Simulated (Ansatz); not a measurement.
**Structure relaxation of Pb2Se**

All numbers below come from DFT PBE, scalar-relativistic, plane waves, PAW (Ansatz). Cutoff 420 eV, Γ-centred k mesh, Gaussian smearing, no spin polarisation in the final step.

The start puts Pb2Se on the cuprite structure type (Pn-3m, No. 224), with Se in place of O, Pb in place of Cu, at a guessed volume.

```
CELL_PARAMETERS angstrom
5.83252 0.00000 0.00000
0.00000 5.83252 0.00000
0.00000 0.00000 5.83252
ATOMIC_POSITIONS crystal
Pb 0.25000 0.25000 0.25000
Pb 0.25000 0.75000 0.75000
Pb 0.75000 0.75000 0.25000
Pb 0.75000 0.25000 0.75000
Se 0.00000 0.00000 0.00000
Se 0.50000 0.50000 0.50000
```

Cell and atoms relax at zero pressure; the relaxation can't lower the symmetry of the start. After a coarse first stage the cell is made exact in the group found at 0.06 Å.

Energies over the elements count from the elements' standard structures at the same level, with no empirical corrections.

**Question.** Describe the relaxed structure.

**Answer.** It keeps Pn-3m (No. 224). The result has the cuprite structure. Conventional cell: a = 6.550 Å. Pb has 2 Se at 2.84 Å; around Se lie 4 Pb at 2.84 Å.

```cif
data_structure
_symmetry_space_group_name_H-M 'Pn-3m:1'
_symmetry_Int_Tables_number 224
_cell_length_a 6.5504
_cell_length_b 6.5504
_cell_length_c 6.5504
_cell_angle_alpha 90.000
_cell_angle_beta 90.000
_cell_angle_gamma 90.000
_cell_volume 281.06
loop_
_atom_site_label
_atom_site_type_symbol
_atom_site_symmetry_multiplicity
_atom_site_Wyckoff_symbol
_atom_site_fract_x
_atom_site_fract_y
_atom_site_fract_z
_atom_site_occupancy
Pb1 Pb 4 b 0.25000 0.25000 0.25000 1
Se1 Se 2 a 0.00000 0.00000 0.00000 1
```

**Question.** What are its volume, energy, density and gap?

**Answer.** The volume per atom is 46.84 Å³ and the density is 5.83 g/cm³. The energy over the elements is 0.33 eV/atom. The gap on the 6×6×6 mesh is 0 eV (a metal).

The final run used a 6×6×6 mesh on its 6-atom cell and 0.10 eV smearing. The k mesh leaves about 4 meV/atom of noise in metals. Spin–orbit coupling is left out. A structure relaxed within its symmetry needn't be a true minimum. The steps took of the order of 120 core-seconds in all.

Cost: 3 runs of about 1.9 core-minutes in all, on Arm Neoverse V1 (shared hosts).